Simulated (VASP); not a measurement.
Runs of VASP 6.6.1 on GaN. Symmetry: F-43m, No. 216, cubic system. Conventional cell: a = 4.507 Å, b = 4.507 Å, c = 4.507 Å, α = 90.00°, β = 90.00°, γ = 90.00°. Ga (site symmetry -43m) is surrounded by 4 N at 1.95 Å. N (site symmetry -43m) is surrounded by 4 Ga at 1.95 Å. The cell was built by a generator and needn't be a form met in nature.

| task | level | spin | cell | k mesh | cutoff (eV) | gap on the mesh (eV) | pressure (GPa) |
| --- | --- | --- | --- | --- | --- | --- | --- |
| relaxation of cell and atoms | PBEsol | off | relaxed | 14 × 14 × 14 | 600 | 1.74 | 0.1 |
| band structure | r2SCAN | off | F-43m, 11.35 Å³/atom | 14 × 14 × 14 | 520 | (b) | (a) |
| band structure | TB-mBJ | off | F-43m, 11.35 Å³/atom | 14 × 14 × 14 | 520 | 2.91 | - |
| band structure | PBEsol | off | F-43m, 11.35 Å³/atom | 14 × 14 × 14 | 520 | 1.73 | 0.2 |

Alike in all rows: potentials or basis VASP PAW PBE potentials, release 64 (Ga_d, N); smearing gaussian 0.03 eV.

Task: Estimate the missing entries.

Result: (a) 1.5; (b) 2.17.

Caveats: the PAW data sets were made with another functional, which shifts forces and pressure a little.

A k mesh can miss the band edges, and the runs leave out spin-orbit coupling on Ga.
